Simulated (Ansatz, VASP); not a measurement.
# One calculation of BP, two programs

```
CELL_PARAMETERS angstrom
0.00000 2.26900 2.26900
2.26900 0.00000 2.26900
2.26900 2.26900 0.00000
ATOMIC_POSITIONS crystal
P 0.75000 0.75000 0.75000
B 0.00000 0.00000 0.00000
```

Alike in both runs: task single point; functional PBE; k mesh 10 × 10 × 10; occupations gaussian, width 0.022 eV; no spin polarisation.

```csv
,VASP,Ansatz
version,VASP 6.6.1,Ansatz 0.2.0
potentials or method,"VASP PAW PBE potentials, release 64 (P, B)",Ansatz PAW
plane-wave cutoff (eV),520,420
valence electrons in the cell,8,8
```

```csv
,VASP,Ansatz,Ansatz less VASP
gap on the k mesh at the Fermi level (eV),1.24,1.24,+0.004
least direct gap on the mesh (eV),3.40,3.40,+0.003
pressure (GPa),0.9,1.1,+0.23
```

A k mesh can miss the band edges. PBE gaps usually lie below the measured ones, often by a third to a half.
